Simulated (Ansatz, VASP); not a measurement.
Two plane-wave programs on Br

POSCAR

```
Br
1.0
    3.5561452287     -2.1274589715      0.0000000000
    3.5561452287      2.1274589715      0.0000000000
    0.0000000000      0.0000000000      8.7699810166
Br
4
Direct
    0.8608174711      0.1391825289      0.1157818195
    0.6391825289      0.3608174711      0.6157818195
    0.1391825289      0.8608174711      0.8842181805
    0.3608174711      0.6391825289      0.3842181805
```

INCAR.step1

```
SYSTEM = Br
PREC = Accurate
ENCUT = 520
ISMEAR = -1
SIGMA = 0.05
LREAL = .False.
LASPH = .True.
NELM = 60
NBANDS = 22
GGA = PE
ALGO = Normal
EDIFF = 1E-4
LWAVE = .True.
LCHARG = .False.
```

INCAR.step2

```
SYSTEM = Br
PREC = Accurate
ENCUT = 520
EDIFF = 1E-6
ISMEAR = -1
SIGMA = 0.05
LREAL = .False.
LASPH = .True.
NELM = 60
ALGO = Normal
ISIF = 2
LWAVE = .False.
LCHARG = .False.
METAGGA = R2SCAN
LMIXTAU = .True.
NBANDS = 22
ISTART = 1
```

The input KPOINTS:

```
Automatic mesh
0
Gamma
  2 2 1
  0 0 0
```

Input for Ansatz:

```yaml
crystal:
  lattice:
    - [3.5561452287, -2.1274589715, 0.0]
    - [3.5561452287, 2.1274589715, 0.0]
    - [0.0, 0.0, 8.7699810166]
  atoms:
    - { symbol: Br, position: [0.8608174711, 0.1391825289, 0.1157818195] }
    - { symbol: Br, position: [0.6391825289, 0.3608174711, 0.6157818195] }
    - { symbol: Br, position: [0.1391825289, 0.8608174711, 0.8842181805] }
    - { symbol: Br, position: [0.3608174711, 0.6391825289, 0.3842181805] }
hamiltonian:
  xc: r2scan
  pseudopotentials:
    kind: paw
    azcp:
      Br: "pseudopotentials/Br.paw.azcp"
basis:
  ecutwfc: 500
  fft_grid_basis: typed
kpoints:
  mp_grid: { grid: [2, 2, 1], shift: [0, 0, 0] }
magnetization:
  spin_polarized: false
scf:
  occupations: { method: fermi_dirac, width: 0.05 }
  lower_state_search: "off"
output:
  stress: true
  write_density: true
  write_potential: true
  elf: true
  volumetric_format: npy
```

Alike in both runs: task single point; functional r2SCAN; k mesh 2 × 2 × 1; occupations fermi-dirac, width 0.05 eV; no spin polarisation.

```csv
,VASP,Ansatz
version,VASP 6.6.1,Ansatz 0.2.0
potentials or method,"VASP PAW PBE potentials, release 64 (Br)","plane waves (500 eV) with PAW, scalar-relativistic"
plane-wave cutoff (eV),520,500
valence electrons in the cell,28,28
```

|  | VASP | Ansatz | Ansatz less VASP |
| --- | --- | --- | --- |
| pressure (GPa) | -0.4 | -0.4 | +0.03 |
| largest component of the traceless stress (GPa) | 2.12 | 2.10 | -0.019 |

The functional is the same, so the differences come from potentials, cutoffs and numerics.

Caveats: the k mesh is coarse (spacing up to 0.86 Å⁻¹), so the values aren't converged; the PAW data sets were made with another functional, which shifts forces and pressure a little (VASP). A k mesh can miss the band edges.
